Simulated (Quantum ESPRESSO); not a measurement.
GaAs in Quantum ESPRESSO: the effect of target pressure

GaAs:

```
As Ga
1.0
     0.00000    2.82685    2.82685
     2.82685    0.00000    2.82685
     2.82685    2.82685    0.00000
As Ga
1 1
Direct
  0.75000 0.75000 0.75000
  0.00000 0.00000 0.00000
```

Alike in all runs:

| Quantity | Value |
| --- | --- |
| Program | Quantum ESPRESSO 7.5 |
| Task | relaxation of cell and atoms |
| Functional | PBE |
| Potentials or basis | SSSP 1.3 efficiency PBE |
| Cutoff | 1088 eV |
| Density cutoff | 8762 eV |
| k mesh | 8 × 8 × 8 |
| Occupations | fermi-dirac, width 0.05 eV |
| Spin | no spin polarisation |

Each run relaxes the cell or the atoms first.

```tsv
target pressure	relaxed volume (Å³/atom)	gap on the mesh (eV)
0 GPa	23.75	0.16
2 GPa	23.03	0.39
5 GPa	22.15	0.68
10 GPa	?	?
```

What does the run with target pressure 10 GPa give?

Relaxed volume 21.01 Å³/atom; gap on the mesh 1.10 eV.

Worked out: A straight line through the other rows of the relaxed volume, of slope -0.318 Å³/atom per GPa, extrapolates to 20.54 Å³/atom, against the run's 21.01. A straight line through the other rows of the gap on the mesh, of slope 0.103 eV per GPa, extrapolates to 1.20 eV, against the run's 1.10.

A k mesh can miss the band edges.
